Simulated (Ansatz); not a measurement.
# Au(111) / 1 layer Tc(0001) / Au(111): resistance against film thickness, part 2 of 3

Aim: what a thin film of another metal adds to the resistance, first Au(111) / 1 layer Tc(0001) / Au(111).

Ansatz 0.2.0; Ansatz plane-wave DFT, LDA, PAW files; ballistic transport by layer matching (Landauer), zero bias; PAW set ansatz+soft_1.

So far. Step 2 (With 1 layer): The lead's potential steps by 11 meV from period to period, small in itself. The program estimates the junction's conductance to 8.4 % from the k-mesh, 0.6 % from the leads' distance from neutral and 2.1 % from their steps.

## Step 3: With 3 layers, k-mesh 15×15×1, film layers 3

The stack now holds 3 film layers; the k-mesh follows the cell, and the energies span -0.27 to 0.27 eV.

System of this step: Au(111) / 3 layers Tc(0001) / Au(111). The cell holds 11 atoms: 8 Au and 3 Tc. Cell: a = 2.884 Å, b = 2.884 Å, c = 24.792 Å, α = 90.0°, β = 90.0°, γ = 120.0°. It derives from Au and Tc. Regions: lead, 8 atoms (8 Au); films, 3 atoms (3 Tc). The structure is stacked along c, and the current runs across the ab planes.

Contents of input.yaml:

```yaml
crystal:
  lattice:
    - [2.8837582304, 0.0, 0.0]
    - [-1.4418791152, 2.4974078859, 0.0]
    - [0.0, 0.0, 24.7922901448]
  atoms:
    - { symbol: Au, position: [0.0, 0.0, 0.047486108] }
    - { symbol: Au, position: [0.3333333333, 0.6666666667, 0.142458324] }
    - { symbol: Au, position: [0.6666666667, 0.3333333333, 0.2374305401] }
    - { symbol: Au, position: [0.0, 0.0, 0.3324027561] }
    - { symbol: Tc, position: [0.3333333333, 0.6666666667, 0.4199259094] }
    - { symbol: Tc, position: [0.6666666667, 0.3333333333, 0.5] }
    - { symbol: Tc, position: [0.3333333333, 0.6666666667, 0.5800740906] }
    - { symbol: Au, position: [0.6666666667, 0.3333333333, 0.6675972439] }
    - { symbol: Au, position: [0.0, 0.0, 0.7625694599] }
    - { symbol: Au, position: [0.3333333333, 0.6666666667, 0.857541676] }
    - { symbol: Au, position: [0.6666666667, 0.3333333333, 0.952513892] }
kpoints:
  mp_grid: { grid: [15, 15, 1] }
hamiltonian:
  xc: lda
  pseudopotentials: { kind: paw, azcp: { Au: "soft_1/Au.paw.azcp" }, xc_functional: pbe }
scf:
  occupations: { method: fermi_dirac, width: 0.1 }
output:
  transmission:
    leads: [[0, 1]]
    kmesh: [30, 30]
    e_range: [-0.27, 0.27]
    de: 0.036
  write_potential: true
  write_density: true
  volumetric_format: npy
```

The run is started by

```bash
> ansatz run input.yaml --threads 4 --pin off --max-ram 8192MiB --backend cpu --events-out ev --progress --plain --runs-dir out
```

Numbers of over 12 decimals in the logs are rounded to 6 here.

Log:

```text
[...]
Crystal: 11 atoms, lattice volume = 178.552 Å³
Basis set: ecut = 500 eV, 4495 PW (Γ)
Bands: 119, of which v1, the nominal top of the filled ones, is band 99 counted from 1 (98 counted from 0)
Symmetry: 6 space group operations
[...]
k-points: 27 of 225 (time reversal used)
[...]
--- Transmission ---
  basis      : 73 plane waves across, 40 finite elements along
  points     : 91, standing for a mesh of 30 x 30
[...]
filled         : 15.2 meV over the level at which it is neutral
    channels       : 7.966667e-1 a spin
[...]
slowest decay  : 0.0830 /Å at (0.0667, 0.0000)
  junction   : crystal 0 to crystal 0, 0.70 to 23.14 Å
    transmission   : 2.999946e-1 a spin
[...]
resistance     : 1.8229e-3 Ω µm² beyond half of each lead's own
[key lines of the parts left out:]
SCF converged after 14 iterations
Free energy (F): -118774.052593 eV
Fermi energy:    20.806607 eV
```

Wall time 95 s (4 threads of Arm Neoverse V1, shared host); peak memory 1.1 GiB.

Numbers from this step:

- free energy: -118774.0526 eV
- energy at zero smearing: -118773.9428 eV
- Fermi energy: 20.81 eV
- step of the lead's potential: 5.1 meV
- ballistic conductance of the lead: 8.53e14 S/m²
- estimated errors of the lead's conductance: 0, 4.1, 0.2 % (band edges, k-mesh, distance from neutral)
- lead conductance per cell: 0.7932 G₀
- conductance of the junction: 3.34e14 S/m²
- junction conductance per cell: 0.3104 G₀
- estimated errors of the junction's conductance: 0.6, 0, 10, 4.4, 0.9 % (energy step, band edges, k-mesh, leads' steps, distance from neutral)
- area resistance that the stack adds (contact term taken off, spin by spin): 1.823 fΩ m²

Per spin. Transmission, zone mean against energy, zero at the Fermi level:

```
energy (eV)  transmission, zone mean
     -0.270                    0.327
     -0.234                    0.328
     -0.198                    0.335
     -0.162                    0.340
     -0.126                    0.339
     -0.090                    0.323
     -0.054                    0.311
     -0.018                    0.321
      0.018                    0.300
      0.054                    0.293
      0.090                    0.288
      0.126                    0.283
      0.162                    0.296
      0.198                    0.312
      0.234                    0.340
      0.270                    0.353
```

The conductance of the junction is 3.3e14 S/m², 35 % under the 5.2e14 S/m² of the last finished run.

## Step 4: With 5 layers, k-mesh 15×15×1, film layers 5

The stack now holds 5 film layers; the k-mesh follows the cell, and the energies span -0.27 to 0.27 eV.

System of this step: Au(111) / 5 layers Tc(0001) / Au(111). The cell holds 13 atoms: 8 Au and 5 Tc. Its edges and angles: a = 2.884 Å, b = 2.884 Å, c = 28.763 Å, α = 90.0°, β = 90.0°, γ = 120.0°. It derives from Au and Tc. Regions: lead, 8 atoms (8 Au); films, 5 atoms (5 Tc). The structure is stacked along c, and the current runs across the ab planes.

input.yaml, the sections that differ from step 3:

```yaml
crystal:
  lattice:
    - [2.8837582304, 0.0, 0.0]
    - [-1.4418791152, 2.4974078859, 0.0]
    - [0.0, 0.0, 28.7627303196]
  atoms:
    - { symbol: Au, position: [0.0, 0.0, 0.0409310714] }
    - { symbol: Au, position: [0.3333333333, 0.6666666667, 0.1227932141] }
    - { symbol: Au, position: [0.6666666667, 0.3333333333, 0.2046553569] }
    - { symbol: Au, position: [0.0, 0.0, 0.2865174996] }
    - { symbol: Tc, position: [0.3333333333, 0.6666666667, 0.3619588568] }
    - { symbol: Tc, position: [0.6666666667, 0.3333333333, 0.4309794284] }
    - { symbol: Tc, position: [0.3333333333, 0.6666666667, 0.5] }
    - { symbol: Tc, position: [0.6666666667, 0.3333333333, 0.5690205716] }
    - { symbol: Tc, position: [0.3333333333, 0.6666666667, 0.6380411432] }
    - { symbol: Au, position: [0.6666666667, 0.3333333333, 0.7134825004] }
    - { symbol: Au, position: [0.0, 0.0, 0.7953446431] }
    - { symbol: Au, position: [0.3333333333, 0.6666666667, 0.8772067859] }
    - { symbol: Au, position: [0.6666666667, 0.3333333333, 0.9590689286] }
# kpoints, hamiltonian, scf, output: as in step 3
```

Log:

```text
[...]
Crystal: 13 atoms, lattice volume = 207.147 Å³
Basis set: ecut = 500 eV, 5241 PW (Γ)
Bands: 137, of which v1, the nominal top of the filled ones, is band 114 counted from 1 (113 counted from 0)
Symmetry: 6 space group operations
[...]
k-points: 27 of 225 (time reversal used)
[...]
--- Transmission ---
  basis      : 73 plane waves across, 47 finite elements along
  points     : 91, standing for a mesh of 30 x 30
[...]
filled         : 23.7 meV over the level at which it is neutral
    channels       : 7.966667e-1 a spin
[...]
slowest decay  : 0.0841 /Å at (0.0667, 0.0000)
  junction   : crystal 0 to crystal 0, 0.70 to 27.11 Å
    transmission   : 2.891756e-1 a spin
[...]
resistance     : 1.9917e-3 Ω µm² beyond half of each lead's own
[key lines of the parts left out:]
SCF converged after 13 iterations
Free energy (F): -129336.322824 eV
Fermi energy:    21.016674 eV
```

Run time: 2 min. Hardware: 4 threads; peak memory 1.4 GiB; 7.8 min of CPU time.

This step gave:

```
free energy                                                                : -129336.3228 eV
energy at zero smearing                                                    : -129336.1767 eV
Fermi energy                                                               : 21.02 eV
step of the lead's potential                                               : 7.7 meV
ballistic conductance of the lead                                          : 8.54e14 S/m²
estimated errors of the lead's conductance                                 : 0, 4.1, 0.3 % (band edges, k-mesh, distance from neutral)
lead conductance per cell                                                  : 0.7938 G₀
conductance of the junction                                                : 3.16e14 S/m²
junction conductance per cell                                              : 0.2939 G₀
estimated errors of the junction's conductance                             : 0.7, 0, 12.5, 8.4, 4.7 % (energy step, band edges, k-mesh, leads' steps, distance from neutral)
area resistance that the stack adds (contact term taken off, spin by spin) : 1.992 fΩ m²
```

Per spin. Table of transmission, zone mean by energy, zero at the Fermi level:

```
energy (eV)  transmission, zone mean
     -0.270                    0.322
     -0.234                    0.334
     -0.198                    0.331
     -0.162                    0.325
     -0.126                    0.319
     -0.090                    0.331
     -0.054                    0.326
     -0.018                    0.314
      0.018                    0.289
      0.054                    0.248
      0.090                    0.231
      0.126                    0.238
      0.162                    0.260
      0.198                    0.264
      0.234                    0.266
      0.270                    0.266
```

The conductance of the junction is 3.2e14 S/m², 5.3 % under the 3.3e14 S/m² of the last finished run, within the error estimates, leads' steps apart, of 10 and 12 %.

## Step 5: With 7 layers, k-mesh 15×15×1, film layers 7

The stack now holds 7 film layers; the k-mesh follows the cell, and the energies span -0.27 to 0.27 eV.

System of this step: Au(111) / 7 layers Tc(0001) / Au(111). The cell holds 15 atoms: 8 Au and 7 Tc. Its edges and angles: a = 2.884 Å, b = 2.884 Å, c = 32.733 Å, α = 90.0°, β = 90.0°, γ = 120.0°. It derives from Au and Tc. Regions: lead, 8 atoms (8 Au); films, 7 atoms (7 Tc). The structure is stacked along c, and the current runs across the ab planes.

input.yaml, the sections that differ from step 4:

```yaml
crystal:
  lattice:
    - [2.8837582304, 0.0, 0.0]
    - [-1.4418791152, 2.4974078859, 0.0]
    - [0.0, 0.0, 32.7331704945]
  atoms:
    - { symbol: Au, position: [0.0, 0.0, 0.0359662492] }
    - { symbol: Au, position: [0.3333333333, 0.6666666667, 0.1078987477] }
    - { symbol: Au, position: [0.6666666667, 0.3333333333, 0.1798312461] }
    - { symbol: Au, position: [0.0, 0.0, 0.2517637445] }
    - { symbol: Tc, position: [0.3333333333, 0.6666666667, 0.3180542803] }
    - { symbol: Tc, position: [0.6666666667, 0.3333333333, 0.3787028536] }
    - { symbol: Tc, position: [0.3333333333, 0.6666666667, 0.4393514268] }
    - { symbol: Tc, position: [0.6666666667, 0.3333333333, 0.5] }
    - { symbol: Tc, position: [0.3333333333, 0.6666666667, 0.5606485732] }
    - { symbol: Tc, position: [0.6666666667, 0.3333333333, 0.6212971464] }
    - { symbol: Tc, position: [0.3333333333, 0.6666666667, 0.6819457197] }
    - { symbol: Au, position: [0.6666666667, 0.3333333333, 0.7482362555] }
    - { symbol: Au, position: [0.0, 0.0, 0.8201687539] }
    - { symbol: Au, position: [0.3333333333, 0.6666666667, 0.8921012523] }
    - { symbol: Au, position: [0.6666666667, 0.3333333333, 0.9640337508] }
# kpoints, hamiltonian, scf, output: as in step 4
```

Log:

```text
[...]
Crystal: 15 atoms, lattice volume = 235.742 Å³
Basis set: ecut = 500 eV, 5927 PW (Γ)
Bands: 155, of which v1, the nominal top of the filled ones, is band 129 counted from 1 (128 counted from 0)
Symmetry: 6 space group operations
[...]
k-points: 27 of 225 (time reversal used)
[...]
--- Transmission ---
  basis      : 73 plane waves across, 57 finite elements along
  points     : 91, standing for a mesh of 30 x 30
[...]
filled         : 26.8 meV over the level at which it is neutral
    channels       : 7.966667e-1 a spin
[...]
slowest decay  : 0.0844 /Å at (0.0667, 0.0000)
  junction   : crystal 0 to crystal 0, 0.70 to 31.08 Å
    transmission   : 2.619056e-1 a spin
[...]
resistance     : 2.6468e-3 Ω µm² beyond half of each lead's own
[key lines of the parts left out:]
SCF converged after 14 iterations
Free energy (F): -139898.536515 eV
Fermi energy:    21.171267 eV
```

It took 2.7 min on 4 threads; peak memory 1.7 GiB; 10 min of CPU time.

This step gave:

- free energy: -139898.5365 eV
- energy at zero smearing: -139898.3488 eV
- Fermi energy: 21.17 eV
- step of the lead's potential: 4.6 meV
- lead conductance per cell: 0.7940 G₀
- conductance of the junction: 2.62e14 S/m²
- junction conductance per cell: 0.2435 G₀
- estimated errors of the junction's conductance: 1.3, 0.9, 11.9, 7.4, 3.9 % (energy step, band edges, k-mesh, leads' steps, distance from neutral)
- area resistance that the stack adds (contact term taken off, spin by spin): 2.647 fΩ m²

Per spin. Table of transmission, zone mean by energy, zero at the Fermi level:

```
energy (eV)  transmission, zone mean
     -0.270                    0.205
     -0.234                    0.213
     -0.198                    0.177
     -0.162                    0.212
     -0.126                    0.195
     -0.090                    0.199
     -0.054                    0.209
     -0.018                    0.245
      0.018                    0.262
      0.054                    0.233
      0.090                    0.266
      0.126                    0.263
      0.162                    0.254
      0.198                    0.268
      0.234                    0.275
      0.270                    0.300
```

The conductance of the junction is 2.6e14 S/m², 17 % under the 3.2e14 S/m² of the last finished run, no more than the error estimates, leads' steps apart, of 12 and 12 % together.

## Step 6: With 9 layers, k-mesh 15×15×1, film layers 9

The stack now holds 9 film layers; the k-mesh follows the cell, and the energies span -0.27 to 0.27 eV.

System of this step: Au(111) / 9 layers Tc(0001) / Au(111). The cell holds 17 atoms: 8 Au and 9 Tc. Its edges and angles: a = 2.884 Å, b = 2.884 Å, c = 36.704 Å, α = 90.0°, β = 90.0°, γ = 120.0°. It derives from Au and Tc. Regions: lead, 8 atoms (8 Au); films, 9 atoms (9 Tc). The structure is stacked along c, and the current runs across the ab planes.

input.yaml, the sections that differ from step 5:

```yaml
crystal:
  lattice:
    - [2.8837582304, 0.0, 0.0]
    - [-1.4418791152, 2.4974078859, 0.0]
    - [0.0, 0.0, 36.7036106693]
  atoms:
    - { symbol: Au, position: [0.0, 0.0, 0.0320755737] }
    - { symbol: Au, position: [0.3333333333, 0.6666666667, 0.096226721] }
    - { symbol: Au, position: [0.6666666667, 0.3333333333, 0.1603778683] }
    - { symbol: Au, position: [0.0, 0.0, 0.2245290156] }
    - { symbol: Tc, position: [0.3333333333, 0.6666666667, 0.2836485238] }
    - { symbol: Tc, position: [0.6666666667, 0.3333333333, 0.3377363929] }
    - { symbol: Tc, position: [0.3333333333, 0.6666666667, 0.3918242619] }
    - { symbol: Tc, position: [0.6666666667, 0.3333333333, 0.445912131] }
    - { symbol: Tc, position: [0.3333333333, 0.6666666667, 0.5] }
    - { symbol: Tc, position: [0.6666666667, 0.3333333333, 0.554087869] }
    - { symbol: Tc, position: [0.3333333333, 0.6666666667, 0.6081757381] }
    - { symbol: Tc, position: [0.6666666667, 0.3333333333, 0.6622636071] }
    - { symbol: Tc, position: [0.3333333333, 0.6666666667, 0.7163514762] }
    - { symbol: Au, position: [0.6666666667, 0.3333333333, 0.7754709844] }
    - { symbol: Au, position: [0.0, 0.0, 0.8396221317] }
    - { symbol: Au, position: [0.3333333333, 0.6666666667, 0.903773279] }
    - { symbol: Au, position: [0.6666666667, 0.3333333333, 0.9679244263] }
# kpoints, hamiltonian, scf, output: as in step 5
```

Log:

```text
[...]
Crystal: 17 atoms, lattice volume = 264.336 Å³
Basis set: ecut = 500 eV, 6637 PW (Γ)
Bands: 173, of which v1, the nominal top of the filled ones, is band 144 counted from 1 (143 counted from 0)
Symmetry: 6 space group operations
[...]
k-points: 27 of 225 (time reversal used)
[...]
--- Transmission ---
  basis      : 73 plane waves across, 64 finite elements along
  points     : 91, standing for a mesh of 30 x 30
[...]
filled         : 23.5 meV over the level at which it is neutral
    channels       : 7.966667e-1 a spin
[...]
slowest decay  : 0.0840 /Å at (0.0667, 0.0000)
  junction   : crystal 0 to crystal 0, 0.70 to 35.05 Å
    transmission   : 2.523497e-1 a spin
[...]
resistance     : 2.5052e-3 Ω µm² beyond half of each lead's own
[key lines of the parts left out:]
SCF converged after 14 iterations
Free energy (F): -150460.758098 eV
Fermi energy:    21.286773 eV
```

Elapsed: 3.4 min, on 4 threads; peak memory 2 GiB.

This step gave:

| Quantity | Value |
| --- | --- |
| free energy | -150460.7581 eV |
| energy at zero smearing | -150460.5278 eV |
| Fermi energy | 21.29 eV |
| step of the lead's potential | 4.4 meV |
| lead conductance per cell | 0.7938 G₀ |
| conductance of the junction | 2.72e14 S/m² |
| junction conductance per cell | 0.2528 G₀ |
| estimated errors of the junction's conductance | 0.9, 0, 10, 9, 0.4 % (energy step, band edges, k-mesh, leads' steps, distance from neutral) |
| area resistance that the stack adds (contact term taken off, spin by spin) | 2.505 fΩ m² |

Per spin. Transmission, zone mean against energy, zero at the Fermi level:

```
energy (eV)  transmission, zone mean
     -0.270                    0.270
     -0.234                    0.248
     -0.198                    0.264
     -0.162                    0.222
     -0.126                    0.229
     -0.090                    0.233
     -0.054                    0.255
     -0.018                    0.264
      0.018                    0.252
      0.054                    0.256
      0.090                    0.244
      0.126                    0.248
      0.162                    0.245
      0.198                    0.260
      0.234                    0.303
      0.270                    0.309
```

The conductance of the junction is 2.7e14 S/m², 3.8 % over the 2.6e14 S/m² of the last finished run, within the error estimates, leads' steps apart, of 12 and 10 %.

[end of part 2 of 3]

[Logs are printed without paths, hosts, clocks, repeated set-up lines and the standing remarks that a program may print on its own settings, such as how far it seeks lower states.]

[Hosts, paths, dates, database ids (printed as entryN), source tags and the programs' standing remarks are cut or masked in the printed files.]
